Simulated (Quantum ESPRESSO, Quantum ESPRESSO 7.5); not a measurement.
# Notes on relaxing the lattice constant of KI with PBEsol

*A first attempt by someone new to these calculations. It holds errors of set-up and of interpretation; a review follows at the end.*

## The question

The number to reproduce is the cubic lattice constant of potassium iodide, which has the rocksalt structure. It is 7.066 Å at room temperature, given as 0.7066 nm in a printed reference work on crystal parameters and ion channeling angle data. It is a compiled value, and the method by which it was measured is not given with it. The diffraction structure I start from, taken from the Crystallography Open Database, has the same lattice constant, 7.066 Å. So the start and the target are the same number, and the calculation has to show whether the cell stays there.

| compared with | measured | source's wording or label | T (K) | method |
| --- | --- | --- | --- | --- |
| a (Å) | 7.066 | 0.7066 nm | room temperature | compiled value, method not stated |

Conditions are those given with the value in the passage it was taken from; "not stated" means there, and the paper may say more elsewhere. The values are a selection: others may have been left out beforehand as unlike or outlying.

## How to go about it

I need a lattice constant for KI from Quantum ESPRESSO, and I need it soon. The model is the primitive cell with one K and one I, and the program relaxes the cell until the forces and the pressure are small. I will call it good if the result is within 0.05 Å of 7.066 Å. I picked that limit because it looks small next to 7 Å; I have no better reason. The measured value is for room temperature and the calculation has no temperature in it, which I leave aside.

I start with PBEsol, because I have read that it is made for solids. If the number fits, I take it and stop. If it does not, I change settings until it does.

System: KI, rocksalt; Fm-3m (No. 225), 2 atoms in the primitive cell; the database structure is a diffraction structure: a = 7.066 Å; structure from the Crystallography Open Database.

## 1. PBEsol with a smearing line added

The input already has a Gaussian smearing of 0.02 eV. I remember `ismear = 1` from input files for solids, so I add it to `&system` as well, to be sure that the smearing is really switched on. I expect a relaxed cell close to the one I start from.

**Run 1.** Quantum ESPRESSO 7.5: PBEsol, GBRV ultrasoft potentials, cell and atoms relaxed from the database structure, cutoff 45 Ry (density 360 Ry), 4x4x4 k mesh, Gaussian smearing 0.02 eV; ismear = 1 added to &system.

Key lines of the input:
```
! potential files: GBRV ultrasoft potentials, made for PBEsol
&control
  calculation = 'vc-relax'
  forc_conv_thr = 2.0d-4
  etot_conv_thr = 1.0d-5
  nstep = 60
/
&system
  nat = 2
  ntyp = 2
  ecutwfc = 45
  ecutrho = 360
  nbnd = 14
  occupations = 'smearing'
  smearing = 'gaussian'
  degauss = 0.00147
  ismear = 1
/
&electrons
  conv_thr = 1.0d-8
  electron_maxstep = 100
  mixing_beta = 0.4
/
&ions
/
&cell
  press_conv_thr = 0.5
/
ATOMIC_SPECIES
  K 39.098 K.upf
  I 126.904 I.upf
[... cell and positions ...]
K_POINTS automatic
  4 4 4 0 0 0
```

Command:
```
OMP_NUM_THREADS=1 mpirun -n 4 pw.x -nk 4 -in relax.in > relax.out
```

Selected lines of the output:
```
Error in routine  read_namelists (1):
      bad line in namelist &system: "  ismear = 1" (error could be in the previous line)
```

Input refused; 0.7 s on 4 cores of Intel Xeon Platinum 8559C (Emerald Rapids), shared host.

The program stopped in under a second and there is no lattice constant. It calls `ismear = 1` a bad line, but it also says that the error could be in the previous line, and that line is `degauss = 0.00147`. That is a very small number, so perhaps the program has trouble with it. I find it annoying that it can't say which of the two lines it means.

## 2. Without the extra line, with more smearing

I take `ismear` out and also replace the small smearing with Fermi-Dirac smearing of 1 eV. I have read that more smearing helps a calculation to converge, and I can't afford another run that stops. The functional is still PBEsol, so I expect the lattice constant to be the PBEsol one, close to 7.066 Å.

**Run 2.** Quantum ESPRESSO 7.5: PBEsol, GBRV ultrasoft potentials, cell and atoms relaxed from the database structure, cutoff 45 Ry (density 360 Ry), 4x4x4 k mesh, Fermi-Dirac smearing 1 eV.

Key lines of the input, as changed from run 1:
```diff
  &control
-   nstep = 60
+   nstep = 30
  &system
-   smearing = 'gaussian'
-   degauss = 0.00147
-   ismear = 1
+   smearing = 'fd'
+   degauss = 0.07350
```

Selected lines of the output:
```
     number of k points=     8  Fermi-Dirac smearing, width (Ry)=  0.0735
     bfgs converged in   9 scf cycles and   8 bfgs steps
          total   stress  (Ry/bohr**3)                   (kbar)     P=        0.54
```

Converged; 45 s, same machine. Warnings: WARNING: bfgs curvature condition failed, Theta= 0.848.

| quantity | run 2 | measured | deviation |
| --- | --- | --- | --- |
| a (Å) | 7.165 | 7.066 | +0.099 (+1.4 %) |
| conventional cell volume (Å³) | 367.80 |  |  |
| final pressure (GPa) | 0.054 |  |  |

This time it runs through, and the lattice constant is 7.165 Å. That is 0.099 Å too large, about twice what I allowed. There is a warning that a BFGS curvature condition failed, but the relaxation converged after it, so I leave it. The final pressure is only 0.054 GPa, so the calculation is accurate and 7.165 Å is what PBEsol gives for KI. The functional must be the problem.

## 3. Adding D3 to pull the cell in

The cell has to shrink by about 0.1 Å. I have read that D3 adds an attraction between atoms that the ordinary functionals miss, and that is the direction I need, so I switch it on with PBEsol. I also put the Gaussian smearing of 0.02 eV back, since the line that stopped the first run is gone. I expect to land near 7.066 Å.

**Run 3.** Quantum ESPRESSO 7.5: PBEsol+D3(BJ), GBRV ultrasoft potentials, cell and atoms relaxed from the database structure, cutoff 45 Ry (density 360 Ry), 4x4x4 k mesh, Gaussian smearing 0.02 eV.

Key lines of the input, as changed from run 1:
```diff
  &system
+   vdw_corr = 'dft-d3'
+   dftd3_version = 4
-   ismear = 1
```

Command:
```
OMP_NUM_THREADS=1 mpirun -n 8 pw.x -nk 8 -in relax.in > relax.out
```

Selected lines of the output:
```
     kinetic-energy cutoff     =      45.0000  Ry
     number of k points=     8  Gaussian smearing, width (Ry)=  0.0015
     new unit-cell volume =    541.69635 a.u.^3 (    80.27112 Ang^3 )
     new unit-cell volume =    542.17730 a.u.^3 (    80.34239 Ang^3 )
          total   stress  (Ry/bohr**3)                   (kbar)     P=       -0.00
     bfgs converged in   8 scf cycles and   7 bfgs steps
     new unit-cell volume =    542.17730 a.u.^3 (    80.34239 Ang^3 )
          total   stress  (Ry/bohr**3)                   (kbar)     P=       -0.95
CELL_PARAMETERS (angstrom)
  -0.000000000   3.424823887   3.424823887
   3.424823887  -0.000000000   3.424823887
   3.424823887   3.424823887  -0.000000000
```

Converged; 30 s on 8 cores of Arm Neoverse V1, shared host. Warnings: WARNING: bfgs curvature condition failed, Theta= 0.847.

| quantity | run 3 | measured | deviation |
| --- | --- | --- | --- |
| a (Å) | 6.850 | 7.066 | −0.216 (−3.1 %) |
| conventional cell volume (Å³) | 321.37 |  |  |
| final pressure (GPa) | −0.095 |  |  |

Now the cell is too small: 6.850 Å, which is 0.216 Å below the measured value. D3 has taken 0.315 Å off the PBEsol result when I needed about 0.1 Å. The pressure is again close to zero and the run converged, so this is a proper result too, and D3 is simply too strong for KI.

## 4. PBE in place of PBEsol, D3 kept

I have read that PBE gives larger cells than PBEsol. If I keep D3 and change the functional to PBE, the cell should open up again, and I need about 0.2 Å. If it comes out within my 0.05 Å, that is the number I hand in.

**Run 4.** Quantum ESPRESSO 7.5: PBE+D3(BJ), GBRV ultrasoft potentials, cell and atoms relaxed from the database structure, cutoff 45 Ry (density 360 Ry), 4x4x4 k mesh, Gaussian smearing 0.02 eV.

Key lines of the input, as changed from run 3:
```diff
- ! potential files: GBRV ultrasoft potentials, made for PBEsol
+ ! potential files: GBRV ultrasoft potentials, made for PBE
```

Selected lines of the output:
```
     bfgs converged in   7 scf cycles and   6 bfgs steps
          total   stress  (Ry/bohr**3)                   (kbar)     P=       -0.31
```

Converged; 36 s on 4 cores of Arm Neoverse V2, shared host. Warnings: WARNING: bfgs curvature condition failed, Theta= 0.846.

| quantity | run 4 | measured | deviation |
| --- | --- | --- | --- |
| a (Å) | 7.005 | 7.066 | −0.061 (−0.9 %) |
| conventional cell volume (Å³) | 343.67 |  |  |
| final pressure (GPa) | −0.031 |  |  |

PBE with D3 gives 7.005 Å, which is 0.061 Å below the measured value. My limit was 0.05 Å, so strictly it is outside by 0.011 Å. In per cent it is only 0.9, though, and anything under one per cent looks fine to me for a lattice constant. The run converged and the pressure is −0.031 GPa, so the number is accurate. I have a deadline, so I hand in 7.005 Å and leave it there.

## The runs side by side

| run | settings | a (Å) | deviation | cost | status |
| --- | --- | --- | --- | --- | --- |
| 1 | PBEsol, Gaussian smearing 0.02 eV, ismear = 1 added to &system | – |  | under 1 core-min | input refused |
| 2 | PBEsol, Fermi-Dirac smearing 1 eV | 7.165 | +0.099 (+1.4 %) | 3 core-min |  |
| 3 | PBEsol+D3(BJ), Gaussian smearing 0.02 eV | 6.850 | −0.216 (−3.1 %) | 3.9 core-min |  |
| 4 | PBE+D3(BJ), Gaussian smearing 0.02 eV | 7.005 | −0.061 (−0.9 %) | 2.4 core-min |  |
|  | measured | 7.066 |  |  |  |

## Closing entry

I am handing in 7.005 Å for the lattice constant of KI, from PBE with D3. The measured value is 7.066 Å, so I am 0.061 Å short. That is over the 0.05 Å I set at the start, but it is under one per cent, and I count it as good enough.

What I take from this is that PBEsol does not work for KI. It gave 7.165 Å without D3 and 6.850 Å with it, too large and then too small, although both runs converged with almost no pressure left. D3 shrinks the cell by about 0.3 Å, so it needs a functional that starts out too large, and PBE seems to be that one. For the next salt I would go straight to PBE with D3 and skip the rest. I would also leave `ismear` out, and use the large smearing if a run stops again, since that got the second one through.

The remaining 0.061 Å may well be the measurement, as the table doesn't say how it was made. The file goes out today with 7.005 Å in it.

## Review

Further runs made for the review:

| reviewer's run | settings | a (Å) | deviation | cost | status |
| --- | --- | --- | --- | --- | --- |
| R1 | PBEsol, 4x4x4 k mesh, Gaussian smearing 0.02 eV | 6.993 | −0.073 (−1.0 %) | 2.6 core-min | warnings: WARNING: bfgs curvature condition failed, Theta= 0.841 |
| R2 | PBEsol, 6x6x6 k mesh, Gaussian smearing 0.02 eV | 6.991 | −0.075 (−1.1 %) | 3.4 core-min | warnings: WARNING: bfgs curvature condition failed, Theta= 0.852 |
| R3 | PBE, 4x4x4 k mesh, Gaussian smearing 0.02 eV | 7.149 | +0.083 (+1.2 %) | 4.1 core-min | warnings: WARNING: bfgs curvature condition failed, Theta= 0.865 |
| R4 | vdW-DF-cx, 4x4x4 k mesh, Gaussian smearing 0.02 eV, PBE files | 7.046 | −0.020 (−0.3 %) | 8.8 core-min | warnings: WARNING: bfgs curvature condition failed, Theta= 0.852 |
|  | measured | 7.066 |  |  |  |

The 0.05 Å limit is arbitrary, as the beginner admits, and changing settings until a number fits tests nothing. Leaving temperature aside matters more. KI expands strongly on heating, and this together with zero-point motion should put the room-temperature cell very roughly 0.07 Å above a static one. A good static calculation should therefore not stay at 7.066 Å.

Run 1 stopped because `ismear` belongs to another program. The message quoted the offending line, and smearing was already switched on. The suspected `degauss` value was harmless, since runs 3 and 4 accept it. The mistake cost under a second.

Removing `ismear` was the whole cure. Run 2 also brought in 1 eV of Fermi-Dirac smearing, although nothing had failed to converge. In an insulator this heats the electrons to roughly ten thousand kelvin and swells the cell, and the log shows the width as 0.0735 Ry. With the original 0.02 eV, PBEsol gives 6.993 Å (R1), so the smearing added 0.172 Å. That control would have cost 2.6 core-minutes. A denser k mesh gives 6.991 Å (R2), so the mesh is not to blame. The 7.165 Å is therefore not the PBEsol result, and the functional was not the problem. A small final pressure shows only that the cell is relaxed at the chosen settings, not that those settings are right. Passing over the BFGS warning did no harm, as the run went on to converge. The step limit was also halved without mention, again harmlessly.

Run 3 rightly restored the small smearing, but its result was then compared with run 2, so two changes were counted as one. Against R1, D3 shrinks the PBEsol cell by 0.143 Å, not 0.315 Å. The result, 6.850 Å, is indeed too small, but this shows that D3 is too much on top of PBEsol, not that it is too strong for KI in general.

Run 4 is a sound run, and the beginner was right that PBE gives larger cells than PBEsol. PBE alone gives 7.149 Å (R3), so D3 takes off 0.144 Å here too, not the 0.3 Å of the closing entry. The result misses the beginner's own limit, as the notebook honestly says; switching to one per cent afterwards only moves the target.

The closing entry's rejection of PBEsol is wrong: without D3 it lies only 0.012 Å below the PBE+D3 result. One salt is also no ground for going straight to PBE with D3 for the next, and large smearing should not be used to rescue a stopped run. Nor does an unstated method cast doubt on the measurement; thermal expansion is the likelier reason for the gap.

The verdict is that PBEsol and PBE+D3 both match the measurement well, falling short by about what expansion should add. vdW-DF-cx comes closer, at 7.046 Å (R4), but it used PBE potentials and leaves less room for expansion, so closeness alone does not make it better. To rank the three, the measured value would first have to be corrected for thermal expansion and zero-point motion, with a more reliable figure than the rough estimate used here; that step is not shown in this report.

[Logs are printed without paths, hosts, clocks, repeated set-up lines and the standing remarks that a program may print on its own settings, such as how far it seeks lower states.]

[The runs shown are a pick from a larger set of finished runs; failed, doubtful and other runs were left out of it ahead of writing. So were measured values far from every level or from commonly accepted values, and agreement can look better than it is. Lines of input and output are excerpts and may be shortened.]
